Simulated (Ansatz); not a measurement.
Squeezing Cr (simple hexagonal type)

```
CELL_PARAMETERS angstrom
2.51865 0.00000 0.00000
-1.25933 2.18122 0.00000
0.00000 0.00000 2.23795
ATOMIC_POSITIONS crystal
Cr 0.00000 0.00000 0.00000
```

The cell comes from a relaxation on PAW files under the same functional, begun from a prototype that needn't be the stable phase.

Its volume is scaled, and at each volume shape and atoms are relaxed on PAW files; all methods then take that cell.

All numbers are PBE results (scalar-relativistic) from Ansatz 0.2.0, with a Γ-centred 18×18×16 k mesh, Fermi–Dirac smearing of 0.08 eV, spin-polarised from start moments Cr 2 μB. Methods: LAPW: all electrons, basis error target 1 meV/atom; PAW: frozen-core files, cutoff 420 eV; crystal datasets: all electrons, by PAW datasets that the program makes for each cell; norm-conserving: pseudopotentials, cutoff 1279 eV; PAW (cutoff 800 eV): frozen-core files, cutoff 800 eV.

Energies are extrapolated to zero smearing and count from the unscaled cell; pressure is positive in compression; gaps take the mesh and a band path. No temperature or zero-point motion is included.

Antiferromagnetic order, which Cr and Mn prefer near zero pressure, wasn't tried. The start moments died away, and the runs ended non-magnetic.

```json
{"V/V0": "1.00", "V (Å³/atom)": "12.29", "P LAPW (GPa)": "-0.02", "ΔE LAPW (eV/atom)": "0.000", "P PAW − LAPW (GPa)": "0.05", "ΔE PAW − LAPW (meV/atom)": "0.0", "space group": "P6/mmm", "shortest distance (Å)": "2.238"}
{"V/V0": "0.92", "V (Å³/atom)": "11.31", "P LAPW (GPa)": "20.4", "ΔE LAPW (eV/atom)": "0.057", "P PAW − LAPW (GPa)": "0.06", "ΔE PAW − LAPW (meV/atom)": "0.3", "space group": "P6/mmm", "shortest distance (Å)": "2.171"}
{"V/V0": "0.84", "V (Å³/atom)": "10.33", "P LAPW (GPa)": "51.3", "ΔE LAPW (eV/atom)": "0.268", "P PAW − LAPW (GPa)": "0.06", "ΔE PAW − LAPW (meV/atom)": "0.7", "space group": "P6/mmm", "shortest distance (Å)": "2.104"}
{"V/V0": "0.76", "V (Å³/atom)": "9.34", "P LAPW (GPa)": "99.1", "ΔE LAPW (eV/atom)": "0.717", "P PAW − LAPW (GPa)": "-0.03", "ΔE PAW − LAPW (meV/atom)": "0.9", "space group": "P6/mmm", "shortest distance (Å)": "2.035"}
{"V/V0": "0.68", "V (Å³/atom)": "8.36", "P LAPW (GPa)": "174.1", "ΔE LAPW (eV/atom)": "1.537", "P PAW − LAPW (GPa)": "-0.41", "ΔE PAW − LAPW (meV/atom)": "-0.3", "space group": "P6/mmm", "shortest distance (Å)": "1.968"}
{"V/V0": "0.60", "V (Å³/atom)": "7.38", "P LAPW (GPa)": "295.3", "ΔE LAPW (eV/atom)": "2.945", "P PAW − LAPW (GPa)": "-1.41", "ΔE PAW − LAPW (meV/atom)": "-5.1", "space group": "P6/mmm", "shortest distance (Å)": "1.897"}
{"V/V0": "0.52", "V (Å³/atom)": "6.39", "P LAPW (GPa)": "?", "ΔE LAPW (eV/atom)": "?", "P PAW − LAPW (GPa)": "?", "ΔE PAW − LAPW (meV/atom)": "?", "space group": "?", "shortest distance (Å)": "?"}
{"V/V0": "0.45", "V (Å³/atom)": "5.53", "P LAPW (GPa)": "804.9", "ΔE LAPW (eV/atom)": "8.749", "P PAW − LAPW (GPa)": "-13.22", "ΔE PAW − LAPW (meV/atom)": "-65.2", "space group": "P6/mmm", "shortest distance (Å)": "1.737"}
```

Problem. Fit the Vinet equation to the LAPW pressures shown (residuals weighted by 1/(|P| + 0.03·Pmax)), and predict the pressure of the withheld row.

Solution. The fit gives V0 = 12.30 Å³/atom, B0 = 200 GPa and B0′ = 4.45. At 6.39 Å³/atom, x = (V/V0)^(1/3) = 0.8041, and P = 3·B0·(1 − x)/x²·exp[1.5·(B0′ − 1)·(1 − x)] = 501.0 GPa. The run itself gave 498.0 GPa (+0.6 % off) and ΔE = 5.324 eV/atom.

Problem. At the smallest volume, how far do crystal datasets and norm-conserving and PAW (cutoff 800 eV) lie from LAPW in pressure?

Solution. crystal datasets: 0.00 GPa; norm-conserving: -6.37 GPa; PAW (cutoff 800 eV): -14.30 GPa, on a LAPW pressure of 804.9 GPa.

Problem. How do the Löwdin populations by LAPW change from the unscaled cell to the last row?

Solution. Cr 3s 1.95 → 1.86, Cr 4s 0.72 → 0.44, Cr 3p 5.99 → 5.94, Cr 3d 5.26 → 5.73 electrons an atom. These are projections on the shells that the free atoms fill; 0.08 e a cell lies outside them at the start and 0.04 e at the end.
